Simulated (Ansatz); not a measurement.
**Ge: equation of state with LDA**

Ge:

```xyz
4
Lattice="0.0000 2.8857 5.1157 2.6305 0.0000 5.1157 2.6305 2.8857 0.0000" Properties=species:S:1:pos:R:3 pbc="T T T"
Ge    2.6305    4.1929    5.1157
Ge    2.6305    1.5786    5.1157
Ge    2.6305    2.8857    2.2318
Ge    2.6305    2.8857    7.9995
```

This isn't the form of Ge at room conditions, which is diamond.

| Item | Value |
| --- | --- |
| Program | Ansatz 0.2.0 |
| Task | equation of state |
| Functional | LDA |
| Potentials or basis | Ansatz PAW |
| Cutoff | 420 eV |
| Density cutoff | 1680 eV |
| k mesh | 7 × 7 × 7 |
| Occupations | fermi-dirac, width 0.05 eV |
| Spin | no spin polarisation |

```json
{
 "Equilibrium volume": "18.01 Å³/atom (rough: see the caveat)",
 "Bulk modulus at fixed shape and positions": "80 GPa (rough)"
}
```

Energy against volume, from the lowest point:
| volume (Å³/atom) | energy (meV/atom) |
| --- | --- |
| 18.251 | 0.00 |
| 18.640 | 4.41 |
| 19.028 | 12.32 |
| 19.416 | 23.35 |
| 19.805 | 37.16 |
| 20.193 | 53.46 |
| 20.581 | 71.99 |

All runs of the series together: 69 s on 2 threads of Arm Neoverse N1 (shared host).

Caveat: the minimum lies outside the volumes run; the cell was scaled at fixed shape and fractional positions, which overstates the stiffness of a crystal with free parameters, most of all of layers and chains.
